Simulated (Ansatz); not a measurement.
Geometry optimisation in Ansatz: input, command and trajectory.

```yaml
crystal:
  lattice:
    - [0.0, 2.1033401951, 2.1033401951]
    - [2.1033401951, 0.0, 2.1033401951]
    - [2.1033401951, 2.1033401951, 0.0]
  atoms:
    - { symbol: Cu, position: [0.0, 0.0, 0.0], spin: 0.72 }
    - { symbol: O, position: [0.5, 0.5, 0.5], spin: 0.4 }
basis:
  ecutwfc: 500
kpoints:
  mp_grid: { grid: [18, 18, 18] }
hamiltonian:
  xc: r2scan
scf:
  occupations: { method: gaussian, width: 0.1 }
output:
  forces: true
  stress: true
  eigenvalues: true
  populations: true
magnetization:
  spin_polarized: true
relax:
  adjacent_minimum: "off"
  f_tol: 0.01
  max_steps: 60
  cell: { stress_tol: 0.1 }
```

```bash
ansatz run input.yaml --threads 1 --pin off --max-ram 2560MiB --backend cpu --events-out ev --progress --plain --runs-dir out
```

The calculation used DFT r2SCAN, scalar-relativistic, plane waves, PAW (Ansatz 0.2.0).

Of 4 frames 3 are shown, positions in Å and forces in eV/Å; the SCF threshold varies from step to step. Steps run on the plane waves of an earlier cell, with a Pulay correction in the pressure. The basis is chosen afresh for the last frame, the zero of the energies, and at times for earlier ones too; energy and pressure step there, also at an unchanged geometry.

```xyz
2
Lattice="0.0000 2.1033 2.1033 2.1033 0.0000 2.1033 2.1033 2.1033 0.0000" Properties=species:S:1:pos:R:3:forces:R:3 pbc="T T T" step=1 free_energy_over_end_meV_per_atom=0.01 pressure_GPa=-0.31
Cu    0.0000    0.0000    0.0000    0.0000    0.0000    0.0000
O     2.1033    2.1033    2.1033    0.0000    0.0000    0.0000
2
Lattice="0.0000 2.1028 2.1028 2.1028 0.0000 2.1028 2.1028 2.1028 0.0000" Properties=species:S:1:pos:R:3:forces:R:3 pbc="T T T" step=2 free_energy_over_end_meV_per_atom=-0.01 pressure_GPa=-0.15
Cu    0.0000    0.0000    0.0000    0.0000    0.0000    0.0000
O     2.1028    2.1028    2.1028    0.0000    0.0000    0.0000
2
Lattice="0.0000 2.1023 2.1023 2.1023 0.0000 2.1023 2.1023 2.1023 0.0000" Properties=species:S:1:pos:R:3:forces:R:3 pbc="T T T" step=4 free_energy_over_end_meV_per_atom=0.00 pressure_GPa=0.00
Cu    0.0000    0.0000    0.0000    0.0000    0.0000    0.0000
O     2.1023    2.1023    2.1023    0.0000    0.0000    0.0000
```

Time: 37 s on 1 thread of Intel(R) Xeon(R) 6975P-C (Granite Rapids), with other jobs on the host, peak memory 0.52 GiB.

The state reached may not be the lowest one.